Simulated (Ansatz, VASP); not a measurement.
Two plane-wave programs on C

Contents of POSCAR:

```
C
1.0
    0.0000000000      1.7845920620      1.7845920620
    1.7801417077      0.0044503543      1.7801417077
    1.7801417077      1.7801417077      0.0044503543
C
2
Direct
    0.5000000000      0.5000000000      0.5000000000
    0.7500000000      0.7500000000      0.7500000000
```

Contents of INCAR.step1:

```
PREC     = Accurate       # precision mode
ENCUT    = 520            # plane-wave cutoff, eV
ISMEAR   = 0              # smearing method
SIGMA    = 0.05           # smearing width, eV
LREAL    = False          # projectors in reciprocal space
LASPH    = True           # aspherical terms in the spheres
NELM     = 100            # most SCF steps
NBANDS   = 11             # bands
GGA      = PE             # functional
ALGO     = Normal         # electronic algorithm
EDIFF    = 1E-4           # SCF threshold, eV
LWAVE    = True           # write WAVECAR
LCHARG   = False          # write CHGCAR
```

File INCAR.step2:

```
PREC     = Accurate       # precision mode
ENCUT    = 520            # plane-wave cutoff, eV
EDIFF    = 1E-7           # SCF threshold, eV
ISMEAR   = 0              # smearing method
SIGMA    = 0.05           # smearing width, eV
LREAL    = False          # projectors in reciprocal space
LASPH    = True           # aspherical terms in the spheres
NELM     = 100            # most SCF steps
ALGO     = Normal         # electronic algorithm
ISIF     = 2              # what is computed and relaxed
LWAVE    = False          # write WAVECAR
LCHARG   = False          # write CHGCAR
METAGGA  = R2SCAN         # meta-GGA
LMIXTAU  = True         
NBANDS   = 11             # bands
ISTART   = 1
```

Contents of KPOINTS:

```
regular mesh
0
Gamma
  12 12 12
```

Input for Ansatz:

```yaml
crystal:
  lattice:
    - [0.0, 1.784592062, 1.784592062]
    - [1.7801417077, 0.0044503543, 1.7801417077]
    - [1.7801417077, 1.7801417077, 0.0044503543]
  atoms:
    - { symbol: C, position: [0.5, 0.5, 0.5] }
    - { symbol: C, position: [0.75, 0.75, 0.75] }
basis:
  ecutwfc: 500
kpoints:
  mp_grid: { grid: [12, 12, 12] }
hamiltonian:
  xc: r2scan
scf:
  occupations: { method: gaussian, width: 0.05 }
output:
  forces: true
  stress: true
  eigenvalues: true
  write_density: true
  write_potential: true
  elf: true
  volumetric_format: npy
```

Change from the starting cell: strain +0.0050 x Voigt [0, 0, 0, 1, 0, 0], atoms carried along.

Alike in both runs: task single point; functional r2SCAN; k mesh 12 × 12 × 12; occupations gaussian, width 0.05 eV; no spin polarisation.

|  | VASP | Ansatz |
| --- | --- | --- |
| version | VASP 6.6.1 | Ansatz 0.2.0 |
| potentials or method | VASP PAW PBE potentials, release 64 (C) | scalar-relativistic, plane waves, PAW |
| plane-wave cutoff (eV) | 520 | 500 |
| valence electrons in the cell | 8 | 8 |

```tsv
	VASP	Ansatz	Ansatz less VASP
gap on the k mesh at the Fermi level (eV)	4.35	4.38	+0.030
least direct gap on the mesh (eV)	5.77	5.82	+0.045
pressure (GPa)	1.1	0.0	-1.11
largest component of the traceless stress (GPa)	2.96	2.94	-0.021
rms of the force components (eV/Å)	0.007	0.006	-0.0011
```

Atom by atom the forces differ by 0.001 eV/Å (rms over components).

Caveats: the PAW data sets were made with another functional, which shifts forces and pressure a little (VASP).
